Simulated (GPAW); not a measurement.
Nb3Sn in GPAW: the effect of target pressure

Crystal: Nb3Sn.

```
Sn Nb
1.0
     5.28210    0.00000    0.00000
     0.00000    5.28210    0.00000
     0.00000    0.00000    5.28210
Sn Nb
2 6
Cartesian
  2.6410 2.6410 2.6410
  0.0000 0.0000 0.0000
  0.0000 2.6410 1.3205
  0.0000 2.6410 3.9616
  2.6410 1.3205 0.0000
  3.9616 0.0000 2.6410
  2.6410 3.9616 0.0000
  1.3205 0.0000 2.6410
```

Alike in all runs:

```yaml
Program: GPAW 26.7.0
Task: relaxation of cell and atoms
Functional: PBEsol
Potentials_or_basis: PAW data sets generated in the run's folder for this functional
Cutoff: 600 eV
Basis: pw
k_mesh: 4 × 4 × 4
Occupations: fermi-dirac, width 0.05 eV
Spin: no spin polarisation
```

Each run relaxes the cell or the atoms first.

```tsv
target pressure	target pressure	relaxed volume (Å³/atom)
0 GPa	-	18.05
2 GPa	2 GPa	17.84
5 GPa	5 GPa	17.58
10 GPa	10 GPa	?
20 GPa	20 GPa	16.43
30 GPa	30 GPa	15.83
```

Q: What does the run with target pressure 10 GPa give?

A: Relaxed volume 17.16 Å³/atom.

Worked out: In Murnaghan's law V^(-B') rises as a straight line in P. The other rows fit best with B' = 3.3, V0 = 18.04 Å³/atom and B0 = 183 GPa, which gives 17.16 Å³/atom at 10 GPa, against the run's 17.16.

Caveats: later steps reuse the first step's grids.
